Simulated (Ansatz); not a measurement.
# Ta (Im-3m) in Ansatz: reference runs

How does Ta come out in PBE? The cell is run as given and disturbed.

All numbers are computed with Ansatz 0.2.0; they aren't measurements. Logs are shortened: lines on timing, memory, paths and dates and some standing lists are left out, and cuts for length are marked.

**Experimental background.**

“Refinement of the equation of state of tantalum”, 2004, arxiv:cond-mat/0403080 quotes, for a bulk crystal of Ta: bulk modulus 194 GPa.

How close the calculation comes is told below.

## (1) The crystal as given

It takes space group Im-3m (No. 229, cubic). The conventional cell has a = 3.303 Å, b = 3.303 Å, c = 3.303 Å, α = 90.00°, β = 90.00°, γ = 90.00°. Around Ta (site symmetry m-3m) lie 8 Ta at 2.86 Å.

## (2) Single point, PBE

Input file input.yaml:

```yaml
crystal:
  lattice:
    - [-1.65128, 1.65128, 1.65128]
    - [1.65128, -1.65128, 1.65128]
    - [1.65128, 1.65128, -1.65128]
  atoms:
    - { symbol: Ta, position: [0.0, 0.0, 0.0] }
kpoints:
  mp_grid: { grid: [11, 11, 11] }
scf:
  occupations: { method: fermi_dirac, width: 0.05 }
hamiltonian:
  xc: pbe
  pseudopotentials: { kind: all_electron, lapw: { basis_error: 0.001 } }
output:
  forces: true
  stress: true
  eigenvalues: true
  populations: true
```

Potentials or basis: all-electron LAPW, scalar-relativistic.

Launch:

```
ansatz run input.yaml --threads 1 --pin off --max-ram 2560MiB --backend cpu --events-out ev --progress --plain --runs-dir out
```

The program printed:

```text
Warning: RAYON_NUM_THREADS=1 ignored (pool sized by the plan → 1); use --threads N
Ta: projections on atomic orbitals take those of the free atom 1s2 2s2 2p6 3s2 3p6 3d10 4s2 4p6 4d10 4f14 5s2 5p6 5d3 6s2, of charge +0.00 (hamiltonian.pseudopotentials.projection_atoms)
LAPW: plane waves up to 8.288 Å⁻¹, error target 1.0e-3 eV per atom; small_component_spin mean_spin; Ta in spheres of 1.430 Å, 37 of its electrons in bands, Dirac shells [] (how accurate: hamiltonian.pseudopotentials.lapw.basis_error, Limitations)
Engine: ansatz 0.2.0, x86_64-unknown-linux-gnu
Pseudopotentials: kind: all_electron
Pseudopotential: Ta, LAPW, valence charge 37, lapw/all_electron/scalar/gaussian/Ta, Koelling and Harmon's equation, gaussian nucleus
Functional definition: PBE
  parameter kappa = 0.804
  parameter beta = 0.06672455060314922
  exchange = pbe_x(kappa = kappa, mu = beta*pi^2/3)
  correlation = pbe_c(beta = beta)
Crystal: 1 atoms, lattice volume = 18.010 Å³
Basis set: ecut = 261.74233129142016 eV, 177 PW (Γ), exchange–correlation at level 2
Bands: 23, of which v1, the nominal top of the filled ones, is band 19 counted from 1 (18 counted from 0)
Symmetry: 48 space group operations
Space group: Im-3m (ITA 229), of the structure as read, at distance tolerance 2.6e-5 Å
k-points: 56 of 1331
Non-local potential: Ta, projectors of the file, none
Initial density: superposition of atomic densities (chi_scale 0.1, normalization cell)
Initial wavefunctions: plane waves of lowest kinetic energy (no species holds an atomic orbital)
Functional: x = pbe(κ = 0.804, μ = 0.2195149727645171), c = pbe(β = 0.06672455060314922)
iter 1 solved again at ethr=2.14e-4 eV; its pass at ethr=1.00e-1 eV (dr2=7.90e-2 eV) is discarded
SCF iter   1: F=—  HF=-424569.248892 eV  |F-HF|=—  |Δ(HF+E_count)|=         —  Δρ=2.59e-2  dr2=7.95e-2  ethr=2.14e-4  ⟨swp⟩=2.9  Hψ=8159  notcnv=0
preconditioner: auto → Kerker (q_TF=auto, 3.076 Å⁻¹)  [metal: Δε(μ)=0.042 eV  Ē_g=24.528 eV  σ=0.050 eV  W_gap=0.20  n_scr=12 (ndim 8)  ℏωp=43.7 eV  f_vac=0.000  D(μ)=1.22/eV (n_scr^D=12)]
SCF iter   2: F=—  HF=-424569.127062 eV  |F-HF|=—  |Δ(HF+E_count)|=   1.22e-1  Δρ=1.33e-2  dr2=2.44e-2  ethr=2.14e-4  ⟨swp⟩=2.0  Hψ=4032  notcnv=0
SCF iter   3: F=—  HF=-424569.114927 eV  |F-HF|=—  |Δ(HF+E_count)|=   1.21e-2  Δρ=9.08e-3  dr2=1.30e-2  ethr=6.60e-5  ⟨swp⟩=2.0  Hψ=3786  notcnv=0
SCF iter   4: F=—  HF=-424569.110892 eV  |F-HF|=—  |Δ(HF+E_count)|=         —  Δρ=4.92e-3  dr2=4.60e-3  ethr=3.52e-5  ⟨swp⟩=2.0  Hψ=3785  notcnv=0
the basis was enlarged: its passes take 457.0 KiB over the memory plan, 1 of 1 planned eigensolver slots
iter 5 solved again at ethr=1.04e-6 eV; its pass at ethr=1.24e-5 eV (dr2=3.84e-4 eV) is discarded
SCF iter   5: F=—  HF=-424569.111458 eV  |F-HF|=—  |Δ(HF+E_count)|=   5.66e-4  Δρ=1.34e-3  dr2=3.84e-4  ethr=1.04e-6  ⟨swp⟩=2.0  Hψ=6372  notcnv=0
SCF iter   6: F=—  HF=-424569.111494 eV  |F-HF|=—  |Δ(HF+E_count)|=   3.68e-5  Δρ=3.07e-4  dr2=9.74e-6  ethr=1.04e-6  ⟨swp⟩=2.0  Hψ=3785  notcnv=0
SCF iter   7: F=—  HF=-424569.111496 eV  |F-HF|=—  |Δ(HF+E_count)|=   1.19e-6  Δρ=5.23e-5  dr2=2.53e-7  ethr=2.63e-8  ⟨swp⟩=2.0  Hψ=3785  notcnv=0
SCF iter   8: F=-424569.111496 eV  HF=-424569.111496 eV  |F-HF|=9.31e-10  |Δ(HF+E_count)|=   4.33e-8  Δρ=5.27e-6  dr2=1.57e-9  ethr=6.84e-10  ⟨swp⟩=2.3  Hψ=3809  notcnv=0
SCF 1 converged in 8 iterations: F = -424569.111496 eV  dr2 = 1.57e-9
SCF converged after 8 iterations
Free energy (F): -424569.111496 eV
Harris-Foulkes:  -424569.111496 eV  (|F-HF|=9.31e-10)
Internal energy: -424569.103176 eV  (E = F + TS)
E sigma→0 (E₀):  -424569.107336 eV
Entropy (-TS):   -0.008320 eV (-8.320 meV/atom)
Fermi energy:    24.803649 eV
--- Per-component energies (eV) ---
  E_band       = -1850.868738
  E_kinetic    = 473935.681072
  E_xc         = -8623.680081
  E_electrostatic = -889881.104166  (all electrons and nuclei)
  E_smearing   = -0.008320  (= −TS)
  E_closure    = 0.000000  (closes the sum)
  E_atoms      = -424559.369556  (free atoms, spherical and without spin; not in F)
  Σ components = -424569.111496   (vs F -424569.111496, Δ=0.00e0)
  Basis errors (estimates in eV, not in F): energy 2.5e-4 per atom: plane waves 2.2e-4 (1.1e-4 summed), levels above the bands 4.8e-87, relativity 6.9e-8, radial functions 3.8e-5, core shells 1.3e-6; eigenvalues (radial functions only) 2.0e-6; not estimated: angular momenta, meshes, grids; target (lapw.basis_error) 1.0e-3; muffin-tin radii Ta 1.430 Å
--- Forces (eV/Å), atoms counted from 1 ---
  atom   1  Ta    -0.00000000     0.00000000     0.00000000
  max |Σ_I F_I| component: 5.26e-31 eV/Å
--- Stress (GPa, compression-positive) ---
        2.532903       0.000000      -0.000000
        0.000000       2.532903      -0.000000
       -0.000000      -0.000000       2.532903
  P = ⅓ Tr σ = 2.5329 GPa (25.329 kbar)
--- Band table (eV; the first three rows and the last of 56) ---
  k-point 0: bands = ["-191.1480", "-191.1480", "-191.1304", "-191.1304", "-191.1304", "-42.2853", "-8.2310", "-8.2310", "-8.2310", "5.9487", "5.9487", "5.9487", "6.0005", "6.0005", "6.0005", "6.0516", "16.9057", "25.5389", "25.5389", "25.5389", "28.8124", "28.8124", "39.4015"]
  k-point 1: bands = ["-191.1480", "-191.1480", "-191.1304", "-191.1304", "-191.1304", "-42.2762", "-8.3320", "-8.2622", "-8.2316", "5.9503", "5.9522", "5.9526", "5.9970", "5.9993", "5.9995", "6.0468", "17.2698", "25.3054", "25.4593", "25.9002", "28.4639", "28.8151", "39.7167"]
  k-point 2: bands = ["-191.1480", "-191.1480", "-191.1304", "-191.1304", "-191.1304", "-42.2516", "-8.5957", "-8.3450", "-8.2331", "5.9539", "5.9617", "5.9629", "5.9883", "5.9943", "5.9973", "6.0360", "18.2563", "24.7401", "25.0817", "26.9529", "28.1130", "28.8709", "40.1615"]
  k-point 55: bands = ["-191.1480", "-191.1480", "-191.1303", "-191.1303", "-191.1303", "-42.0867", "-9.0530", "-9.0352", "-9.0352", "5.9426", "5.9655", "5.9670", "5.9670", "6.0161", "6.0169", "6.0169", "21.1027", "21.1447", "30.6284", "30.6284", "31.4489", "32.8106", "34.6252"]
--- Löwdin populations: 1 site ---
  site symbol       q [e]
     0     Ta     72.9250
  spilling = 0.001027 (of n_electrons = 73.000000)
```

populations.tsv:

```text
# site	symbol	l	j	q
# orbitals = lowdin
# n_electrons = 73.000000
# spilling = 0.001027
# projection_atom_Ta: 1s2 2s2 2p6 3s2 3p6 3d10 4s2 4p6 4d10 4f14 5s2 5p6 5d3 6s2
0	Ta	0_1S	-	2.000000
0	Ta	0_2S	-	1.999979
0	Ta	0_3S	-	1.999739
0	Ta	0_4S	-	1.997319
0	Ta	0_5S	-	1.957121
0	Ta	0_6S	-	0.848293
0	Ta	1_2P	-	6.000000
0	Ta	1_3P	-	5.999998
0	Ta	1_4P	-	5.999878
0	Ta	1_5P	-	5.980716
0	Ta	2_3D	-	10.000000
0	Ta	2_4D	-	9.999948
0	Ta	2_5D	-	4.143484
0	Ta	3_4F	-	13.998553
```

Run time: 3.4 s. Hardware: 1 thread of AMD EPYC 9R45 (Zen 5), shared host; peak memory 0.32 GiB.

What came out:

```yaml
Free_energy: -424569.1115 eV
Pressure: 2.5 GPa
Band_gap_on_the_k_mesh: none (metal or under the smearing width)
```

Levels at points of the mesh, in eV from the Fermi level:
```
           k point  band 15  band 16  band 17  band 18  band 19  band 20  band 21  band 22
(0.00, 0.00, 0.00)   -18.80   -18.75    -7.90     0.74     0.74     0.74     4.01     4.01
```

## (3) Equation of state, PBE

Potentials or basis: all-electron LAPW, scalar-relativistic.

This step only gathers the single runs of the series.

Results:

```
Equilibrium volume                      : 18.24 Å³/atom
Bulk modulus                            : 193 GPa
Pressure derivative of the bulk modulus : 4.4
```

Energy against volume, from the lowest point:
```tsv
volume (Å³/atom)	energy (meV/atom)
16.930	64.44
17.290	32.36
17.650	11.70
18.010	1.26
18.371	0.00
18.731	7.00
19.091	21.50
```

The run has no spin-orbit coupling, so splittings on Ta are missing. PBE usually gives volumes a little too large and moduli too small.

## (4) Single point, PBE (cell strained at random at fixed volume)

Input file input.yaml:

```yaml
crystal:
  lattice:
    - [-1.620734, 1.654648, 1.62924]
    - [1.697801, -1.62617, 1.677829]
    - [1.622436, 1.627872, -1.600762]
  atoms:
    - { symbol: Ta, position: [0.001911, -0.023575, -0.004103] }
kpoints:
  mp_grid: { grid: [11, 11, 11] }
scf:
  occupations: { method: fermi_dirac, width: 0.05 }
hamiltonian:
  xc: pbe
  pseudopotentials: { kind: all_electron, lapw: { basis_error: 0.001 } }
output:
  forces: true
  stress: true
  eigenvalues: true
  populations: true
```

Potentials or basis: all-electron LAPW, scalar-relativistic.

Launch:

```
ansatz run input.yaml --threads 1 --pin off --max-ram 2560MiB --backend cpu --events-out ev --progress --plain --runs-dir out
```

The program printed:

```text
Warning: RAYON_NUM_THREADS=1 ignored (pool sized by the plan → 1); use --threads N
Ta: projections on atomic orbitals take those of the free atom 1s2 2s2 2p6 3s2 3p6 3d10 4s2 4p6 4d10 4f14 5s2 5p6 5d3 6s2, of charge +0.00 (hamiltonian.pseudopotentials.projection_atoms)
LAPW: plane waves up to 8.523 Å⁻¹, error target 1.0e-3 eV per atom; small_component_spin mean_spin; Ta in spheres of 1.400 Å, 43 of its electrons in bands, Dirac shells [] (how accurate: hamiltonian.pseudopotentials.lapw.basis_error, Limitations)
[... 2 set-up lines as earlier in the session ...]
Pseudopotential: Ta, LAPW, valence charge 43, lapw/all_electron/scalar/gaussian/Ta, Koelling and Harmon's equation, gaussian nucleus
[... 3 set-up lines as earlier in the session ...]
[... 46 lines left out ...]
        2.344907      -0.244103      -4.360944
       -0.244103       3.637131      -1.488717
       -4.360944      -1.488717       2.789414
  P = ⅓ Tr σ = 2.9238 GPa (29.238 kbar)
--- Band table (eV; the first three rows and the last of 666) ---
  k-point 0: bands = ["-369.5862", "-369.5836", "-369.5809", "-191.1461", "-191.1449", "-191.1318", "-191.1284", "-191.1228", "-42.2852", "-8.3044", "-8.2267", "-8.1517", "5.9488", "5.9517", "5.9523", "5.9986", "6.0037", "6.0057", "6.0560", "16.9085", "25.1638", "25.4058", "25.9755", "28.8095", "28.9261", "38.9295"]
  k-point 1: bands = ["-369.5862", "-369.5836", "-369.5809", "-191.1461", "-191.1449", "-191.1318", "-191.1284", "-191.1228", "-42.2759", "-8.3593", "-8.2552", "-8.2026", "5.9508", "5.9550", "5.9561", "5.9964", "6.0021", "6.0039", "6.0508", "17.2732", "25.1696", "25.3364", "26.1014", "28.5012", "28.8658", "39.3964"]
  k-point 2: bands = ["-369.5862", "-369.5836", "-369.5809", "-191.1461", "-191.1449", "-191.1318", "-191.1284", "-191.1228", "-42.2507", "-8.5925", "-8.3533", "-8.2233", "5.9547", "5.9642", "5.9664", "5.9894", "5.9978", "6.0000", "6.0391", "18.2603", "24.6892", "25.0770", "26.9712", "28.1494", "28.8901", "40.0421"]
  k-point 665: bands = ["-369.5862", "-369.5836", "-369.5809", "-191.1461", "-191.1449", "-191.1318", "-191.1283", "-191.1228", "-42.1838", "-9.2337", "-8.5601", "-8.2905", "5.9620", "5.9659", "5.9732", "5.9822", "6.0002", "6.0039", "6.0236", "21.0240", "23.3567", "24.2163", "29.0505", "29.4890", "32.0025", "37.6990"]
--- Löwdin populations: 1 site ---
  site symbol       q [e]
     0     Ta     72.9246
  spilling = 0.001033 (of n_electrons = 73.000000)
```

Run time: 36 s. Hardware: 1 thread of AMD EPYC 9R45 (Zen 5), shared host; peak memory 0.93 GiB.

Results:

| Property | Result |
| --- | --- |
| Free energy | -424569.0979 eV |
| Pressure | 2.9 GPa |
| Band gap on the k mesh | none (metal or under the smearing width) |

Stress tensor (GPa, compression positive):
```
 2.34 -0.24 -4.36
-0.24  3.64 -1.49
-4.36 -1.49  2.79
```

Spin-orbit coupling is left out, which matters for the levels of Ta.

## (5) Summary

```csv
task,cell,cutoff (eV),basis error allowed,gap on the mesh (eV),pressure (GPa)
single point,as given,262,0.001 eV/atom,none,2.5
equation of state,as given,-,0.0005 eV/atom,-,-
single point,cell strained at random at fixed volume,277,0.001 eV/atom,none,2.9
```

Alike in all rows: level PBE; potentials or basis all-electron LAPW, scalar-relativistic; no spin polarisation; k mesh 11 × 11 × 11; smearing fermi-dirac 0.05 eV.

Compare energies only between runs with the same functional and basis.

## (6) Comparison with measurements

Step 3. A measured bulk modulus of Ta is 194 GPa (quoted in “Refinement of the equation of state of tantalum”, 2004, arxiv:cond-mat/0403080); the calculated 193 GPa misses it by -0.3 %. The fit is for a static lattice scaled at fixed shape and fixed fractional positions.
